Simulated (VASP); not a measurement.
# WSe2 in VASP: notebook, part 2 of 2

VASP 6.6.1.

### 5 Phonons, LDA

This run uses another cell than the first one, of 65.17 Å³/atom, 0.979 times its volume.

Input file POSCAR:

```
WSe2
1.0
    3.2520644816      0.0000000000      0.0000000000
   -1.6260322408      2.8163704573      0.0000000000
    0.0000000000      0.0000000000     21.3462600000
  Se              W
     2     1
Direct
     0.3333333300000021    0.6666666699999979    0.4218306735899586
     0.3333333300000021    0.6666666699999979    0.5781693264100415
     0.6666666699999979    0.3333333300000021    0.5000000000000000
```

Input file INCAR.step1:

```
SYSTEM = WSe2
  ALGO = Fast
  EDIFF = 1E-8
  EDIFFG = -0.002
  ENCUT = 600
  GGA = CA
  IBRION = 2
  ISIF = 2
  ISMEAR = 0
  LASPH = .TRUE.
  LATTICE_CONSTRAINTS = .TRUE. .TRUE. .FALSE.
  LCHARG = .FALSE.
  LREAL = .FALSE.
  LWAVE = .FALSE.
  NELM = 80
  NSW = 40
  PREC = Accurate
  SIGMA = 0.03
```

Input file INCAR.step2:

```
SYSTEM = WSe2
  ALGO = Fast
  EDIFF = 1E-8
  ENCUT = 600
  GGA = CA
  IBRION = 6
  ISIF = 2
  ISMEAR = 0
  LASPH = .TRUE.
  LATTICE_CONSTRAINTS = .TRUE. .TRUE. .FALSE.
  LCHARG = .FALSE.
  LREAL = .FALSE.
  LWAVE = .FALSE.
  NELM = 80
  NFREE = 2
  NSW = 1
  POTIM = 0.015
  PREC = Accurate
  SIGMA = 0.03
```

Input file KPOINTS:

```
k-points
0
G
  12 12 1
  0 0 0
```

Potentials or basis: VASP PAW LDA potentials, release 64 (Se, W_sv).

Launch:

```
> cat potpaw_LDA.64/Se/POTCAR potpaw_LDA.64/W_sv/POTCAR > POTCAR
> cp INCAR.step1 INCAR
> mpirun -np 1 vasp_std > vasp.out
> cp CONTCAR POSCAR
> cp INCAR.step2 INCAR
> mpirun -np 1 vasp_std > vasp.out
```

OUTCAR:

```text
SYSTEM = WSe2
   EDIFF = 1E-8
   ENCUT = 600
   GGA = CA
   IBRION = 6
   ISIF = 2
   ISMEAR = 0
   LASPH = .TRUE.
   LREAL = .FALSE.
   NELM = 80
   NFREE = 2
   NSW = 1
   POTIM = 0.015
   PREC = Accurate

 ion  position               nearest neighbor table
   1  0.333  0.667  0.422-   3 2.51   3 2.51   3 2.51
   2  0.333  0.667  0.578-   3 2.51   3 2.51   3 2.51
   3  0.667  0.333  0.500-   1 2.51   2 2.51   1 2.51   2 2.51   1 2.51   2 2.51

  LATTYP: Found a hexagonal cell.
 ALAT       =     3.2520644816
 C/A-ratio  =     6.5639104393

  Lattice vectors:

 A1 = (   3.2520644816,   0.0000000000,   0.0000000000)
 A2 = (  -1.6260322408,   2.8163704573,   0.0000000000)
 A3 = (   0.0000000000,   0.0000000000,  21.3462600000)

Analysis of symmetry for initial positions (statically):
=====================================================================
 Subroutine PRICEL returns:
 Original cell was already a primitive cell.

 Routine SETGRP: Setting up the symmetry group for a
 hexagonal supercell.

 Subroutine GETGRP returns: Found 12 space group operations
 (whereof 12 operations were pure point group operations)
 out of a pool of 24 trial point group operations.

The static configuration has the point symmetry D_3h.

Analysis of symmetry for dynamics (positions and initial velocities):
=====================================================================
 Subroutine PRICEL returns:
 Original cell was already a primitive cell.

 Routine SETGRP: Setting up the symmetry group for a
 hexagonal supercell.

 Subroutine GETGRP returns: Found 12 space group operations
 (whereof 12 operations were pure point group operations)
 out of a pool of 24 trial point group operations.

The dynamic configuration has the point symmetry D_3h.

 Subroutine INISYM returns: Found 12 space group operations
 (whereof 12 operations are pure point group operations),
 and found     1 'primitive' translations

----------------------------------------------------------------------------------------

                                     Primitive cell

  volume of cell :     195.5108

  direct lattice vectors                    reciprocal lattice vectors
     3.252064482  0.000000000  0.000000000     0.307496978  0.177533463  0.000000000
    -1.626032241  2.816370457  0.000000000     0.000000000  0.355066926  0.000000000
     0.000000000  0.000000000 21.346260000     0.000000000  0.000000000  0.046846614

  length of vectors
     3.252064482  3.252064483 21.346260000     0.355066926  0.355066926  0.046846614

  position of ions in fractional coordinates (direct lattice)
     0.333333330  0.666666670  0.421830674
     0.333333330  0.666666670  0.578169326
[... 82 lines left out ...]
   TEBEG  =    0.0;   TEEND  =   0.0 temperature during run
   PSTRESS=    0.0 pullay stress
   NELECT =      26.0000    total number of electrons
   NUPDOWN=      -1.0000    fix difference up-down
   EMIN   =  10.00;   EMAX   =-10.00  energy-range for DOS
   EFERMI =   0.00;   METHOD = LEGACY
   ISMEAR =     0;   SIGMA  =   0.03  broadening in eV -4-tet -1-fermi 0-gaus
   EFERMI_NEDOS =   21; number of points for ismear=-14 and -15
   IALGO  =     68    algorithm
   IMIX   =      4    mixing-type and parameters
     AMIX     =   0.40;   BMIX     =  1.00
     AMIX_MAG =   1.60;   BMIX_MAG =  1.00
  volume/ion in A,a.u.               =      65.17       439.79
  Fermi-wavevector in a.u.,A,eV,Ry     =   0.835620  1.579094  9.500424  0.698261
  Thomas-Fermi vector in A             =   1.949209
   LORBIT       =      0    0 simple, 1 ext, 2 COOP (PROOUT), +10 PAW based schemes
   GGA     = CA    functional components
   LHFCALC =     F    Hartree Fock is set to
   AEXX    =    0.0000 exact exchange contribution
   IVDW    =     0    specifies the selected vdW correction
   LEPSILON=     F    determine dielectric tensor
   LRPA    =     F    only Hartree local field effects (RPA)
 finite differences with symmetry
 non-spin polarized calculation
 RMM-DIIS sequential band-by-band and
 Gauss-broadening in eV      SIGMA  =   0.03
  energy-cutoff  :      600.00
  volume of cell :      195.51
 maximum number of plane-waves:      6583
 NGX is ok and might be reduce to    28
   NGX = 13   NGY = 13   NGZ = 85

--------------------------------------- Ionic step        1  -------------------------------------------

 number of electron      26.0000000 magnetization

 Free energy of the ion-electron system (eV)
  ---------------------------------------------------
  ext. energy  EPLUGINS =         0.00000000
  ---------------------------------------------------
  free energy    TOTEN  =       -24.12513900 eV

  energy without entropy =      -24.12513900  energy(sigma->0) =      -24.12513900

------------------------ aborting loop because EDIFF is reached ----------------------------------------

  FORCE on cell =-STRESS in cart. coord.  units (eV):
  Direction    XX          YY          ZZ          XY          YZ          ZX
  --------------------------------------------------------------------------------------
  -------------------------------------------------------------------------------------
  Total        0.0000084      0.0000084     -0.0057559      0.0000000      0.0000000      0.0000000
  in kB        0.0000688      0.0000688     -0.0471687      0.0000000      0.0000000      0.0000000
  external PRESSURE =      -0.0156771 kB  Pullay stress =       0.0000000 kB
[... 283 lines left out ...]
--------------------------------------- Ionic step        9  -------------------------------------------

 number of electron      26.0000000 magnetization

 Free energy of the ion-electron system (eV)
  ---------------------------------------------------
  ext. energy  EPLUGINS =         0.00000000
  ---------------------------------------------------
  free energy    TOTEN  =       -24.12171995 eV

  energy without entropy =      -24.12171995  energy(sigma->0) =      -24.12171995

 E-fermi :  -1.5876     XC(G=0):  -3.8701

 val. band max:       -1.8645028021   @ k =   0.3333   0.3333   0.0000
 cond. band min:      -0.1814995732   @ k =   0.1667   0.1667   0.0000
 fundamental gap:      1.6830032290
 Fermi energy:        -1.5876444150

 k-point     1 :       0.0000    0.0000    0.0000
  band No.  band energies     occupation
      1     -75.3539      2.00000
      2     -39.8992      2.00000
      3     -39.7243      2.00000
      4     -39.7243      2.00000
      5     -16.8072      2.00000
      6     -15.4885      2.00000
[... 399 lines left out ...]
  FREE ENERGIE OF THE ION-ELECTRON SYSTEM (eV)
  ---------------------------------------------------
  free  energy   TOTEN  =       -24.1217199486 eV

  energy  without entropy=      -24.1217199486  energy(sigma->0) =      -24.12171995

 INTERNAL STRAIN TENSORS FROM DISPLACED ATOMS
 ============================================

 INTERNAL STRAIN TENSOR FOR ION    1 for displacements in x,y,z  (eV/Angst):
          X           Y           Z          XY          YZ          ZX
  --------------------------------------------------------------------------------
  x     0.00000     0.00000    -0.00000    -3.86803     0.00000    14.92709
  y    -3.86803     3.86803     0.00000    -0.00000    14.92709    -0.00000
  z    11.60999    11.60999    30.57653    -0.00000     0.00000     0.00000

 INTERNAL STRAIN TENSOR FOR ION    3 for displacements in x,y,z  (eV/Angst):
          X           Y           Z          XY          YZ          ZX
  --------------------------------------------------------------------------------
  x     0.00000     0.00000     0.00000     7.73431     0.00000     0.00000
  y     7.73431    -7.73431     0.00000     0.00000     0.00000     0.00000
  z     0.00000     0.00000     0.00000    -0.00000     0.00000     0.00000

 Eigenvectors and eigenvalues of the dynamical matrix
 ----------------------------------------------------

   1 f  =    9.351166 THz    58.755107 2PiTHz  311.921314 cm-1    38.673297 meV
             X         Y         Z           dx          dy          dz
     -0.000000  1.877580  9.004507     0.000000   -0.000000    0.518627
     -0.000000  1.877580 12.341753     0.000000   -0.000000    0.518627
      1.626032  0.938790 10.673130    -0.000000    0.000000   -0.679744
[... 43 lines left out ...]
   9 f/i=    0.000299 THz     0.001881 2PiTHz    0.009987 cm-1     0.001238 meV
             X         Y         Z           dx          dy          dz
     -0.000000  1.877580  9.004507     0.048669   -0.478167    0.000000
     -0.000000  1.877580 12.341753     0.048669   -0.478167    0.000000
      1.626032  0.938790 10.673130     0.074271   -0.729698    0.000000

 ELASTIC MODULI CONTR FROM IONIC RELAXATION (kBar)
 Direction    XX          YY          ZZ          XY          YZ          ZX
 --------------------------------------------------------------------------------
 XX        -145.7297    -95.4174   -317.5473     -0.0000     -0.0000      0.0000
 YY         -95.4174   -145.7297   -317.5473     -0.0000     -0.0000      0.0000
 ZZ        -317.5473   -317.5473   -836.3050     -0.0000     -0.0000      0.0000
 XY          -0.0000     -0.0000     -0.0000    -25.1562      0.0000      0.0000
 YZ          -0.0000     -0.0000     -0.0000      0.0000   -407.9914     -0.0000
 ZX           0.0000      0.0000      0.0000      0.0000     -0.0000   -407.9915
 --------------------------------------------------------------------------------
```

It took 33 min on 1 thread of Intel Xeon Platinum 8488C (Sapphire Rapids), shared host; peak memory 0.65 GiB.

Results:

```
Highest phonon frequency at Γ, LO-TO splitting left out : 312 cm⁻¹
```

Phonon frequencies in cm⁻¹ (negative: imaginary):
```tsv
q point	frequencies
(0.000, 0.000, 0.000)	0 0 0 176 176 250 250 251 312
```

Spin-orbit coupling is left out, which matters for the levels of W.

### 6 Phonons, PBE+D3(BJ)

Input file POSCAR:

```
WSe2
1.0
    3.2872502751      0.0000000000      0.0000000000
   -1.6436251375      2.8468422484      0.0000000000
    0.0000000000      0.0000000000     21.3462600000
  Se              W
     2     1
Direct
     0.3333333300000021    0.6666666699999979    0.4209905798060021
     0.3333333300000021    0.6666666699999979    0.5790094201939979
     0.6666666699999979    0.3333333300000021    0.5000000000000000
```

Input file INCAR.step1:

```
SYSTEM = WSe2
ALGO = Normal
EDIFF = 1E-8
EDIFFG = -0.002
ENCUT = 600
GGA = PE
IBRION = 2
ISIF = 2
ISMEAR = 0
IVDW = 12
LASPH = .TRUE.
LATTICE_CONSTRAINTS = .TRUE. .TRUE. .FALSE.
LCHARG = .FALSE.
LREAL = .FALSE.
LWAVE = .FALSE.
NELM = 80
NSW = 40
PREC = Accurate
SIGMA = 0.03
```

Input file INCAR.step2:

```
SYSTEM = WSe2
ALGO = Normal
EDIFF = 1E-8
ENCUT = 600
GGA = PE
IBRION = 6
ISIF = 2
ISMEAR = 0
IVDW = 12
LASPH = .TRUE.
LATTICE_CONSTRAINTS = .TRUE. .TRUE. .FALSE.
LCHARG = .FALSE.
LREAL = .FALSE.
LWAVE = .FALSE.
NELM = 80
NFREE = 2
NSW = 1
POTIM = 0.015
PREC = Accurate
SIGMA = 0.03
```

KPOINTS is that of step 5.

Potentials or basis: VASP PAW PBE potentials, release 64 (Se, W_sv).

Launch:

```
> cat potpaw_PBE.64/Se/POTCAR potpaw_PBE.64/W_sv/POTCAR > POTCAR
> cp INCAR.step1 INCAR
> mpirun -np 1 vasp_std > vasp.out
> cp CONTCAR POSCAR
> cp INCAR.step2 INCAR
> mpirun -np 1 vasp_std > vasp.out
```

OUTCAR:

```text
SYSTEM = WSe2
   EDIFF = 1E-8
   ENCUT = 600
   GGA = PE
   IBRION = 6
   ISIF = 2
   ISMEAR = 0
   IVDW = 12
   LASPH = .TRUE.
   LREAL = .FALSE.
   NELM = 80
   NFREE = 2
   NSW = 1
   POTIM = 0.015
   PREC = Accurate
 IVDW          = 12

 ion  position               nearest neighbor table
   1  0.333  0.667  0.421-   3 2.54   3 2.54   3 2.54
   2  0.333  0.667  0.579-   3 2.54   3 2.54   3 2.54
   3  0.667  0.333  0.500-   1 2.54   2 2.54   1 2.54   2 2.54   1 2.54   2 2.54

  LATTYP: Found a hexagonal cell.
 ALAT       =     3.2872502751
 C/A-ratio  =     6.4936522058

  Lattice vectors:

 A1 = (   3.2872502751,   0.0000000000,   0.0000000000)
 A2 = (  -1.6436251375,   2.8468422484,   0.0000000000)
 A3 = (   0.0000000000,   0.0000000000,  21.3462600000)

Analysis of symmetry for initial positions (statically):
=====================================================================
 Subroutine PRICEL returns:
 Original cell was already a primitive cell.

 Routine SETGRP: Setting up the symmetry group for a
 hexagonal supercell.

 Subroutine GETGRP returns: Found 12 space group operations
 (whereof 12 operations were pure point group operations)
 out of a pool of 24 trial point group operations.

The static configuration has the point symmetry D_3h.

Analysis of symmetry for dynamics (positions and initial velocities):
=====================================================================
[... 152 lines left out ...]
  ext. energy  EPLUGINS =         0.00000000
  ---------------------------------------------------
  free energy    TOTEN  =       -21.61351049 eV

  energy without entropy =      -21.61351049  energy(sigma->0) =      -21.61351049

------------------------ aborting loop because EDIFF is reached ----------------------------------------

 Edisp (eV)   -1.01118

 E8    (eV) :    -0.4799
[... 319 lines left out ...]
--------------------------------------- Ionic step        9  -------------------------------------------

 number of electron      26.0000001 magnetization

 Free energy of the ion-electron system (eV)
  ---------------------------------------------------
  ext. energy  EPLUGINS =         0.00000000
  ---------------------------------------------------
  free energy    TOTEN  =       -21.61026791 eV

  energy without entropy =      -21.61026791  energy(sigma->0) =      -21.61026791

 E-fermi :  -1.3874     XC(G=0):  -3.7731

 val. band max:       -1.7029477967   @ k =   0.3333   0.3333   0.0000
 cond. band min:      -0.0574381903   @ k =   0.1667   0.1667   0.0000
 fundamental gap:      1.6455096064
 Fermi energy:        -1.3873527490

 k-point     1 :       0.0000    0.0000    0.0000
  band No.  band energies     occupation
      1     -75.7475      2.00000
      2     -39.9903      2.00000
      3     -39.8580      2.00000
      4     -39.8580      2.00000
      5     -16.4993      2.00000
      6     -15.2637      2.00000
[... 403 lines left out ...]
  FREE ENERGIE OF THE ION-ELECTRON SYSTEM (eV)
  ---------------------------------------------------
  free  energy   TOTEN  =       -22.6214470034 eV

  energy  without entropy=      -22.6214470034  energy(sigma->0) =      -22.62144700

 INTERNAL STRAIN TENSORS FROM DISPLACED ATOMS
 ============================================

 INTERNAL STRAIN TENSOR FOR ION    1 for displacements in x,y,z  (eV/Angst):
          X           Y           Z          XY          YZ          ZX
  --------------------------------------------------------------------------------
  x    -0.00000     0.00000     0.00000    -3.57635     0.00000    14.23795
  y    -3.57635     3.57635     0.00000     0.00000    14.23796     0.00000
  z    10.75734    10.75734    29.28634     0.00000    -0.00000     0.00000

 INTERNAL STRAIN TENSOR FOR ION    3 for displacements in x,y,z  (eV/Angst):
          X           Y           Z          XY          YZ          ZX
  --------------------------------------------------------------------------------
  x     0.00000    -0.00000     0.00000     7.11866     0.00000     0.00000
  y     7.11866    -7.11866     0.00000    -0.00000     0.00000     0.00000
  z     0.00000     0.00000     0.00000     0.00000     0.00000     0.00000

 Eigenvectors and eigenvalues of the dynamical matrix
 ----------------------------------------------------

   1 f  =    9.114699 THz    57.269345 2PiTHz  304.033643 cm-1    37.695351 meV
             X         Y         Z           dx          dy          dz
     -0.000000  1.897895  8.986442     0.000000    0.000000   -0.518660
     -0.000000  1.897895 12.359818     0.000000    0.000000   -0.518660
      1.643625  0.948947 10.673130     0.000000    0.000000    0.679693
[... 43 lines left out ...]
   9 f/i=    0.000754 THz     0.004737 2PiTHz    0.025148 cm-1     0.003118 meV
             X         Y         Z           dx          dy          dz
     -0.000000  1.897895  8.986442     0.000000    0.000000    0.480616
     -0.000000  1.897895 12.359818     0.000000    0.000000    0.480616
      1.643625  0.948947 10.673130     0.000000    0.000000    0.733497

 ELASTIC MODULI CONTR FROM IONIC RELAXATION (kBar)
 Direction    XX          YY          ZZ          XY          YZ          ZX
 --------------------------------------------------------------------------------
 XX        -129.0533    -84.6205   -290.8584     -0.0000      0.0000     -0.0000
 YY         -84.6205   -129.0533   -290.8584     -0.0000      0.0000      0.0000
 ZZ        -290.8584   -290.8584   -791.8482     -0.0000      0.0000      0.0000
 XY          -0.0000     -0.0000     -0.0000    -22.2164     -0.0000     -0.0000
 YZ           0.0000      0.0000      0.0000     -0.0000   -385.6935     -0.0000
 ZX          -0.0000      0.0000      0.0000     -0.0000     -0.0000   -385.6931
 --------------------------------------------------------------------------------
```

Wall time 14 min (1 thread of Intel Xeon 6975P-C (Granite Rapids), shared host); peak memory 0.72 GiB.

Results:

```yaml
Highest_phonon_frequency_at_Γ_LO-TO_splitting_left_out: 304 cm⁻¹
Dispersion_energy_per_atom: -0.337 eV
```

Phonon frequencies in cm⁻¹ (negative: imaginary):
```
              q point                    frequencies
(0.000, 0.000, 0.000)  0 0 0 170 170 242 242 245 304
```

The run has no spin-orbit coupling, so splittings on W are missing.

### 7 Summary

```tsv
task	level	potentials or basis	spin	cell	k mesh	cutoff (eV)	grid for exact exchange (PRECFOCK)	dipole correction	screening parameter	exchange at q = 0	by perturbation theory	mesh quality	gap on the mesh (eV)	largest force (eV/Å)
band structure	HSE06	VASP PAW PBE potentials, release 64 (Se, W_sv)	off	P-6m2, 66.59 Å³/atom	9 × 9 × 1	520	Fast	yes	0.2 1/A	-	-	not flagged	2.15	0.51
band structure	PBE0	VASP PAW PBE potentials, release 64 (Se, W_sv)	off	P-6m2, 66.59 Å³/atom	9 × 9 × 1	520	Fast	yes	-	truncated	-	not flagged	2.78	0.50
band structure	HSE06	VASP PAW PBE potentials, release 64 (Se, W_sv)	SOC, no magnetisation	P-6m2, 66.59 Å³/atom	6 × 6 × 1	520	Fast	yes	0.2 1/A	-	-	coarse	-	0.47
phonons	LDA	VASP PAW LDA potentials, release 64 (Se, W_sv)	off	P-6m2, 65.17 Å³/atom	12 × 12 × 1	600	-	-	-	-	no	not flagged	-	-
phonons	PBE+D3(BJ)	VASP PAW PBE potentials, release 64 (Se, W_sv)	off	P-6m2, 66.59 Å³/atom	12 × 12 × 1	600	-	-	-	-	no	not flagged	-	-
```

Alike in all rows: smearing gaussian 0.03 eV.

Caveats: some runs use coarse meshes; the PAW data sets were made with another functional, which shifts forces and pressure a little (some runs); spin-orbit coupling is left out, which moves the levels of the heavy elements (some runs).

Absolute energies hang on the potentials; compare differences alone.
